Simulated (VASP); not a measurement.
# Hf (Im-3m) in VASP: notebook

The runs below take Hf through hyperfine couplings, single point, elastic constants, with HSE06+D3, TB-mBJ, r2SCAN.

Program: VASP 6.6.1. These are calculated values, not measurements. Logs are shortened: lines on timing, memory, paths and dates and some standing lists are left out, and cuts for length are marked.

**1. Starting point**

The structure is cubic, space group Im-3m (No. 229). Conventional cell: a = 3.610 Å, b = 3.610 Å, c = 3.610 Å, α = 90.00°, β = 90.00°, γ = 90.00°. Around Hf (site symmetry m-3m) lie 8 Hf at 3.13 Å.

This isn't the form of Hf at room conditions, which is hcp.

**2. Hyperfine couplings, HSE06+D3, collinear spin, ferromagnetic start**

POSCAR

```
Hf
1.0
   -1.8050000000      1.8050000000      1.8050000000
    1.8050000000     -1.8050000000      1.8050000000
    1.8050000000      1.8050000000     -1.8050000000
Hf
1
Direct
    0.0000000000      0.0000000000      0.0000000000
```

INCAR.step1

```
  ALGO = Normal
  EDIFF = 1E-5
  ENCUT = 550
  GGA = PE
  ISIF = 2
  ISMEAR = 0
  ISPIN = 2
  LASPH = True
  LCHARG = False
  LMAXMIX = 4
  LORBIT = 11
  LREAL = False
  LWAVE = True
  MAGMOM = 0.5
  NELM = 100
  PREC = Accurate
  SIGMA = 0.1
```

INCAR.step2

```
  ALGO = Normal
  EDIFF = 1E-7
  ENCUT = 550
  GGA = PE
  HFSCREEN = 0.2
  ISIF = 2
  ISMEAR = 0
  ISPIN = 2
  ISTART = 1
  IVDW = 11
  LASPH = True
  LCHARG = False
  LHFCALC = True
  LHYPERFINE = True
  LMAXMIX = 4
  LORBIT = 11
  LREAL = False
  LWAVE = False
  MAGMOM = 0.5
  NELM = 100
  PREC = Accurate
  PRECFOCK = Normal
  SIGMA = 0.1
  VDW_S6 = 1.0
  VDW_S8 = 0.109
  VDW_SR = 1.129
  VDW_SR8 = 1.0
```

KPOINTS

```
k-points
0
Gamma
  5 5 5
```

Potentials or basis: VASP PAW PBE potentials, release 64 (Hf_sv_GW).

Launch:

```sh
$ cat potpaw_PBE.64/Hf_sv_GW/POTCAR > POTCAR
$ cp INCAR.step1 INCAR
$ mpirun -np 1 vasp_std > vasp.out
$ cp INCAR.step2 INCAR
$ mpirun -np 1 vasp_std > vasp.out
```

OUTCAR:

```text
EDIFF = 1E-7
   ENCUT = 550
   GGA = PE
   HFSCREEN = 0.2
   ISIF = 2
   ISMEAR = 0
   ISPIN = 2
   ISTART = 1
   IVDW = 11
   LASPH = True
   LHFCALC = True
   LORBIT = 11
   LREAL = False
   NELM = 100
   PREC = Accurate
   PRECFOCK = Normal
 IVDW          = 11

 ion  position               nearest neighbor table
   1  0.000  0.000  0.000-

  LATTYP: Found a body centered cubic cell.
 ALAT       =     3.6100000000

  Lattice vectors:

 A1 = (  -1.8050000000,   1.8050000000,   1.8050000000)
 A2 = (   1.8050000000,  -1.8050000000,   1.8050000000)
 A3 = (   1.8050000000,   1.8050000000,  -1.8050000000)

Analysis of symmetry for initial positions (statically):
=====================================================================
 Subroutine PRICEL returns:
 Original cell was already a primitive cell.

 Routine SETGRP: Setting up the symmetry group for a
 body centered cubic supercell.

 Subroutine GETGRP returns: Found 48 space group operations
 (whereof 48 operations were pure point group operations)
 out of a pool of 48 trial point group operations.

The static configuration has the point symmetry O_h .

Analysis of symmetry for dynamics (positions and initial velocities):
=====================================================================
 Subroutine PRICEL returns:
 Original cell was already a primitive cell.

 Routine SETGRP: Setting up the symmetry group for a
 body centered cubic supercell.

 Subroutine GETGRP returns: Found 48 space group operations
 (whereof 48 operations were pure point group operations)
 out of a pool of 48 trial point group operations.

The dynamic configuration has the point symmetry O_h .

Analysis of structural, dynamic, and magnetic symmetry:
=====================================================================
 Subroutine PRICEL returns:
 Original cell was already a primitive cell.

 Routine SETGRP: Setting up the symmetry group for a
 body centered cubic supercell.

 Subroutine GETGRP returns: Found 48 space group operations
 (whereof 48 operations were pure point group operations)
 out of a pool of 48 trial point group operations.

The overall configuration has the point symmetry O_h .

 Subroutine INISYM returns: Found 48 space group operations
 (whereof 48 operations are pure point group operations),
 and found     1 'primitive' translations

----------------------------------------------------------------------------------------

                                     Primitive cell

  volume of cell :      23.5229

  direct lattice vectors                    reciprocal lattice vectors
    -1.805000000  1.805000000  1.805000000     0.000000000  0.277008310  0.277008310
     1.805000000 -1.805000000  1.805000000     0.277008310  0.000000000  0.277008310
     1.805000000  1.805000000 -1.805000000     0.277008310  0.277008310  0.000000000

  length of vectors
     3.126351708  3.126351708  3.126351708     0.391748909  0.391748909  0.391748909

  position of ions in fractional coordinates (direct lattice)
     0.000000000  0.000000000  0.000000000

  ion indices of the primitive-cell ions
   primitive index   ion index
                 1           1

----------------------------------------------------------------------------------------

 KPOINTS: k-points

Automatic generation of k-mesh.
 Grid dimensions read from file:
 generate k-points for:    5    5    5

 Generating k-lattice:

  Cartesian coordinates                     Fractional coordinates (reciprocal lattice)
     0.000000000  0.055401662  0.055401662     0.200000000  0.000000000  0.000000000
     0.055401662  0.000000000  0.055401662     0.000000000  0.200000000  0.000000000
     0.055401662  0.055401662  0.000000000     0.000000000  0.000000000  0.200000000

[... 56 lines left out ...]
   ISMEAR =     0;   SIGMA  =   0.10  broadening in eV -4-tet -1-fermi 0-gaus
   EFERMI_NEDOS =   21; number of points for ismear=-14 and -15
   IALGO  =     38    algorithm
   IMIX   =      1    mixing-type and parameters
     AMIX     =   0.40;   BMIX     =  1.00
     AMIX_MAG =   1.60;   BMIX_MAG =  1.00
  volume/ion in A,a.u.               =      23.52       158.74
  Fermi-wavevector in a.u.,A,eV,Ry     =   1.308091  2.471934 23.280966  1.711103
  Thomas-Fermi vector in A             =   2.438782
   LORBIT       =     11    0 simple, 1 ext, 2 COOP (PROOUT), +10 PAW based schemes
   GGA     = PE    functional components
   LHFCALC =     T    Hartree Fock is set to
   PRECFOCK=normal    Normal, Fast or Accurate (Low or Medium for compatibility)
   ENCUT4O =  -1.0   cutoff for four orbital integrals eV
   NKREDX  =     1    reduce k-point grid by
   NKREDY  =     1    reduce k-point grid by
   NKREDZ  =     1    reduce k-point grid by
   AEXX    =    0.2500 exact exchange contribution
   HFSCREEN=    0.2000 screening length (either q_TF or 0.3 A-1)
   HFSCREENC=   0.2000 screening length for correlation (either q_TF or 0.3 A-1)
   ENCUTFOCK=  -1.0 apply spherical cutoff to Coloumb kernel
   IVDW    =    11    specifies the selected vdW correction
   LEPSILON=     F    determine dielectric tensor
   LRPA    =     F    only Hartree local field effects (RPA)
 spin polarized calculation
 Gauss-broadening in eV      SIGMA  =   0.10
  energy-cutoff  :      550.00
  volume of cell :       23.52
 maximum number of plane-waves:       700
  NGX = 18; NGY = 18; NGZ = 18

 number of electron      11.9999997 magnetization       0.2060985

 Free energy of the ion-electron system (eV)
  ---------------------------------------------------
  ext. energy  EPLUGINS =         0.00000000
  ---------------------------------------------------
  free energy    TOTEN  =       -13.91369607 eV

  energy without entropy =      -13.90438144  energy(sigma->0) =      -13.90903875

 E-fermi :   7.7865     XC(G=0):  -9.4035

 val. band max:        7.7632554456   @ k =   0.4000   0.2000   0.0000
 cond. band min:       7.9865964569   @ k =   0.4000   0.0000   0.0000
 fundamental gap:      0.2233410114
 Fermi energy:         7.7865144800

 spin component 1

 k-point     1 :       0.0000    0.0000    0.0000
  band No.  band energies     occupation
      1     -57.9560      1.00000
      2     -24.6199      1.00000
      3     -24.6199      1.00000
      4     -24.6199      1.00000
      5      -0.3308      1.00000
      6       9.8251      0.00000
      7       9.8251      0.00000
      8       9.8251      0.00000
      9      12.6395      0.00000
     10      12.6395      0.00000
[... 105 lines left out ...]
 k-point    10 :      -0.4000    0.4000    0.4000
  band No.  band energies     occupation
      1     -57.8558      1.00000
      2     -25.1474      1.00000
      3     -25.0909      1.00000
      4     -25.0909      1.00000
      5       5.2594      1.00000
      6       5.4139      1.00000
      7      12.2558      0.00000
      8      12.2558      0.00000
      9      13.2555      0.00000
     10      14.2777      0.00000
 Fermi energy:         7.7865144800

 spin component 2

 k-point     1 :       0.0000    0.0000    0.0000
  band No.  band energies     occupation
      1     -57.8958      1.00000
      2     -24.5384      1.00000
      3     -24.5384      1.00000
      4     -24.5384      1.00000
      5      -0.1023      1.00000
      6      10.0669      0.00000
      7      10.0669      0.00000
      8      10.0669      0.00000
      9      12.7078      0.00000
     10      12.7078      0.00000
[... 105 lines left out ...]
 k-point    10 :      -0.4000    0.4000    0.4000
  band No.  band energies     occupation
      1     -57.7981      1.00000
      2     -25.0538      1.00000
      3     -24.9971      1.00000
      4     -24.9971      1.00000
      5       5.4181      1.00000
      6       5.5549      1.00000
      7      12.4741      0.00000
      8      12.4741      0.00000
      9      13.4451      0.00000
     10      14.4603      0.00000

------------------------ aborting loop because EDIFF is reached ----------------------------------------

 Edisp (eV)   -0.19302

 E8    (eV) :    -0.0365

  FORCE on cell =-STRESS in cart. coord.  units (eV):
  Direction    XX          YY          ZZ          XY          YZ          ZX
  --------------------------------------------------------------------------------------
  -------------------------------------------------------------------------------------
  Total      -1.04529    -1.04529    -1.04529     0.00000     0.00000     0.00000
  in kB     -71.19611   -71.19611   -71.19611     0.00000     0.00000     0.00000
  external pressure =      -71.20 kB  Pullay stress =        0.00 kB

 VOLUME and BASIS-vectors are now :
 -----------------------------------------------------------------------------
  energy-cutoff  :      550.00
  volume of cell :       23.52
      direct lattice vectors                 reciprocal lattice vectors
    -1.805000000  1.805000000  1.805000000     0.000000000  0.277008310  0.277008310
     1.805000000 -1.805000000  1.805000000     0.277008310  0.000000000  0.277008310
     1.805000000  1.805000000 -1.805000000     0.277008310  0.277008310  0.000000000

 POSITION                                       TOTAL-FORCE (eV/Angst)
 -----------------------------------------------------------------------------------
      0.00000      0.00000      0.00000         0.000000      0.000000     -0.000000
 -----------------------------------------------------------------------------------
    total drift:                               -0.000013     -0.000009     -0.000000

  FREE ENERGIE OF THE ION-ELECTRON SYSTEM (eV)
  ---------------------------------------------------
  free  energy   TOTEN  =       -14.1067144403 eV

  energy  without entropy=      -14.0973998166  energy(sigma->0) =      -14.10205713

 Fermi contact (isotropic) hyperfine coupling parameter (MHz)
 -------------------------------------------------------------
  ion      A_pw      A_1PS     A_1AE     A_1c      A_tot
 -------------------------------------------------------------
   1       0.159     0.234  -124.287     1.787  -124.361
 -------------------------------------------------------------

 Dipolar hyperfine coupling parameters (MHz)
 ---------------------------------------------------------------------
  ion      A_xx      A_yy      A_zz      A_xy      A_xz      A_yz
 ---------------------------------------------------------------------
   1      -0.000     0.000    -0.000    -0.000    -0.000    -0.000
 ---------------------------------------------------------------------

 Total hyperfine coupling parameters after diagonalization (MHz)
 (convention: |A_zz| > |A_xx| > |A_yy|)
 ----------------------------------------------------------------------
  ion      A_xx      A_yy      A_zz     asymmetry (A_yy - A_xx)/ A_zz
 ----------------------------------------------------------------------
   1    -124.361  -124.361  -124.361      -0.000
 ---------------------------------------------------------------------

 total charge

# of ion       s       p       d       f       tot
--------------------------------------------------
    1        7.553   5.996   1.246   0.009  14.805

 magnetization (x)

# of ion       s       p       d       f       tot
--------------------------------------------------
    1       -0.012   0.006   0.090   0.000   0.085
```

Run time: 13 min. Hardware: 1 thread of Intel Xeon Platinum 8488C (Sapphire Rapids), shared host; peak memory 0.26 GiB.

What came out:

```yaml
Free_energy: -14.1067 eV
Pressure: -7.1 GPa
Band_gap_on_the_k_mesh: none (metal or under the smearing width)
Net_moment: 0.21 μB per cell
Site_moments: Hf +0.09 μB
All_electrons_inside_the_program's_atomic_spheres: Hf 14.80
Dispersion_energy_per_atom: -0.193 eV
```

Hyperfine coupling, principal values (MHz):
```
atom                  values
1 Hf  -124.4, -124.4, -124.4
```

Caveat: the k mesh is coarse (spacing up to 0.49 Å⁻¹), so the values aren't converged, least of all with exact exchange; the PAW data sets were made with another functional, which shifts forces and pressure a little; pairwise dispersion overbinds metals, which lowers pressure and volume.

**3. Single point, TB-mBJ**

POSCAR is that of step 2.

INCAR.step1

```
SYSTEM = Hf
PREC = Accurate
ENCUT = 520
EDIFF = 1E-5
ISMEAR = -1
SIGMA = 0.05
LREAL = .False.
LASPH = .True.
NELM = 80
ALGO = Normal
ISIF = 2
LWAVE = .True.
LCHARG = .False.
GGA = PE
```

INCAR.step2

```
SYSTEM = Hf
PREC = Accurate
ENCUT = 520
EDIFF = 1E-6
ISMEAR = -1
SIGMA = 0.05
LREAL = .False.
LASPH = .True.
NELM = 80
ALGO = Normal
ISIF = 2
LWAVE = .False.
LCHARG = .False.
METAGGA = MBJ
ISTART = 1
```

KPOINTS

```
regular mesh
0
Gamma
  10 10 10
  0 0 0
```

Potentials or basis: VASP PAW PBE potentials, release 64 (Hf_pv).

Launch:

```sh
$ cat potpaw_PBE.64/Hf_pv/POTCAR > POTCAR
$ cp INCAR.step1 INCAR
$ mpirun -np 1 vasp_std > vasp.out
$ cp INCAR.step2 INCAR
$ mpirun -np 1 vasp_std > vasp.out
```

Run time: 13 s. Hardware: 1 thread of Intel Xeon Platinum 8488C (Sapphire Rapids), shared host; peak memory 0.14 GiB.

It converged, with:

| Item | Value |
| --- | --- |
| Band gap on the k mesh | none (metal or under the smearing width) |

Levels at points of the mesh, in eV from the Fermi level:
| k point | band 1 | band 2 | band 3 | band 4 | band 5 | band 6 | band 7 | band 8 | band 9 |
| --- | --- | --- | --- | --- | --- | --- | --- | --- | --- |
| (0.00, 0.00, 0.00) | -30.20 | -30.20 | -30.20 | -6.76 | 1.47 | 1.47 | 1.47 | 3.93 | 3.93 |
| (0.50, 0.00, 0.00) | -30.87 | -30.42 | -30.20 | -3.18 | -0.41 | 0.93 | 3.81 | 4.69 | 6.93 |
| (0.50, 0.50, 0.50) | -30.67 | -30.67 | -30.67 | -2.45 | -2.45 | 6.19 | 6.19 | 6.19 | 7.03 |

Caveat: the PAW data sets were made with another functional, which shifts forces and pressure a little. Spin-orbit coupling is left out, which matters for the levels of Hf.

**4. Elastic constants, r2SCAN**

POSCAR is that of step 3.

INCAR.step1

```
PREC = Accurate
ENCUT = 600
EDIFF = 1E-8
ISMEAR = 1
SIGMA = 0.1
LREAL = False
LASPH = True
NELM = 100
ALGO = Normal
ISIF = 3
LWAVE = False
LCHARG = False
METAGGA = R2SCAN
LMIXTAU = True
IBRION = 2
NSW = 40
EDIFFG = -0.002
```

INCAR.step2

```
PREC = Accurate
ENCUT = 600
EDIFF = 1E-8
ISMEAR = 1
SIGMA = 0.1
LREAL = False
LASPH = True
NELM = 100
ALGO = Normal
ISIF = 3
LWAVE = False
LCHARG = False
METAGGA = R2SCAN
LMIXTAU = True
IBRION = 6
NFREE = 2
POTIM = 0.015
NSW = 1
```

KPOINTS

```
regular mesh
0
Gamma
  7 7 7
```

Launch:

```sh
$ cat potpaw_PBE.64/Hf_pv/POTCAR > POTCAR
$ cp INCAR.step1 INCAR
$ mpirun -np 1 vasp_std > vasp.out
$ cp CONTCAR POSCAR
$ cp INCAR.step2 INCAR
$ mpirun -np 1 vasp_std > vasp.out
```

Wall time 28 min (1 thread of AMD EPYC 7R43 (Zen 3), shared host); peak memory 0.17 GiB.

It converged, with:

* Relaxed volume: 22.29 Å³/atom
* Relaxed cell: a = 3.071 Å, b = 3.071 Å, c = 3.071 Å, α = 109.47°, β = 109.47°, γ = 109.47°
* Space group after relaxing (to 0.05 Å): Im-3m (No. 229)
* Elastic constants C11, C12, C44: 126, 117, 59 GPa
* Voigt bulk modulus: 120 GPa

Step by step:
```tsv
step	energy change (eV)	largest force (eV/Å)	pressure (GPa)	volume (Å³)
1	0.0000	0.0000	-5.90	23.52
2	0.0241	0.0000	10.02	20.69
3	-0.0235	0.0000	-0.14	22.32
4	-0.0235	0.0000	-0.01	22.29
```

Final structure:
```
Hf
1.0
    -1.77298    1.77298    1.77298
     1.77298   -1.77298    1.77298
     1.77298    1.77298   -1.77298
Hf
1
Direct
  0.00000 0.00000 0.00000
```

Elastic tensor in Voigt notation (GPa, in the Cartesian axes of the cell as first typed):
```
126 117 117   0   0   0
117 126 117   0   0   0
117 117 126   0   0   0
  0   0   0  59   0   0
  0   0   0   0  59   0
  0   0   0   0   0  59
```

Clamped-ion elastic tensor (GPa):
```
126 117 117   0   0   0
117 126 117   0   0   0
117 117 126   0   0   0
  0   0   0  59   0   0
  0   0   0   0  59   0
  0   0   0   0   0  59
```

Caveat: the PAW data sets were made with another functional, which shifts forces and pressure a little. Spin-orbit coupling is left out, which matters for the levels of Hf.

**5. The reference run**

An earlier run on the cell as given: functional PBE; potentials or basis VASP PAW PBE potentials, release 64 (Hf_pv); cutoff 520 eV; k mesh 10 × 10 × 10; occupations fermi-dirac, width 0.05 eV; no spin polarisation.

- Pressure: -5.3 GPa
- Band gap on the k mesh: none (metal or under the smearing width)

**6. Summary**

```tsv
task	level	potentials or basis	spin	cell	k mesh	cutoff (eV)	smearing	grid for exact exchange (PRECFOCK)	screening parameter	ions in elastic constants	mesh quality	gap on the mesh (eV)	pressure (GPa)
hyperfine couplings	HSE06+D3	VASP PAW PBE potentials, release 64 (Hf_sv_GW)	collinear, ferromagnetic start	as given	5 × 5 × 5	550	gaussian 0.1 eV	Normal	0.2 1/A	-	coarse	none	-7.1
single point	TB-mBJ	VASP PAW PBE potentials, release 64 (Hf_pv)	off	as given	10 × 10 × 10	520	fermi-dirac 0.05 eV	-	-	-	not flagged	none	-
elastic constants	r2SCAN	VASP PAW PBE potentials, release 64 (Hf_pv)	off	relaxed	7 × 7 × 7	600	methfessel-paxton 0.1 eV	-	-	relaxed	not flagged	-	-
single point	PBE	VASP PAW PBE potentials, release 64 (Hf_pv)	off	as given	10 × 10 × 10	520	fermi-dirac 0.05 eV	-	-	-	not flagged	none	-5.3
```

Caveats: some runs use coarse meshes; the PAW data sets were made with another functional, which shifts forces and pressure a little (some runs); pairwise dispersion overbinds metals, which lowers pressure and volume (some runs).

Total energies depend on the potentials used, so only differences within one code and one set of settings carry meaning.
